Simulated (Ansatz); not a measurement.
Runs of Ansatz 0.2.0 on Sn. The typed cell holds 1 atom: a = 3.234 Å, b = 3.520 Å, c = 3.421 Å, α = 119.67°, β = 114.67°, γ = 94.75°. This isn't the form of Sn at room conditions, which is tetragonal (white tin).

| task | level | cell | k mesh | atoms under strain | gap on the mesh (eV) | pressure (GPa) | relaxed volume (Å³/atom) |
| --- | --- | --- | --- | --- | --- | --- | --- |
| relaxation of cell and atoms | BLYP+D3(BJ) | relaxed from: cell sheared at random, sigma 0.06, atoms nudged by 0.01 Å | 10 × 9 × 10 | - | none | 0.0 | 27.54 |
| relaxation of cell and atoms | revPBE+D3(BJ) | relaxed from: cell sheared at random, sigma 0.06, atoms nudged by 0.01 Å | 10 × 9 × 10 | - | none | 0.0 | (a) |
| relaxation of cell and atoms | revPBE+D4 | relaxed from: cell sheared at random, sigma 0.06, atoms nudged by 0.01 Å | 10 × 9 × 10 | - | none | 0.0 | 26.49 |
| phonons | PBEsol | cell sheared at random, sigma 0.06, atoms nudged by 0.01 Å | 7 × 7 × 7 | - | none | - | - |
| elastic constants | PBE | cell sheared at random, sigma 0.06, atoms nudged by 0.01 Å | 7 × 7 × 7 | relaxed | none | -0.4 | - |

Alike in all rows: potentials or basis Ansatz PAW; no spin polarisation; cutoff (eV) 420; smearing fermi-dirac 0.05 eV.

Question: Fill in the values left out.

Answer: (a) 26.16.

Caveats: the PAW data sets come from PBE, with cores solved anew for the run's functional, which leaves a small shift of forces and pressure (some runs); the plane-wave basis is chosen anew once the cell has moved, so the energies of steps on either side of that aren't comparable (some runs); pairwise dispersion overbinds metals, which lowers pressure and volume (some runs); the elastic tensor has a negative eigenvalue, so either the cell is unstable as it stands or the mesh is too thin (some runs).

A k mesh can miss the band edges, and the runs leave out spin-orbit coupling on Sn.

A gap of «none» marks a metal or a gap under the smearing width.
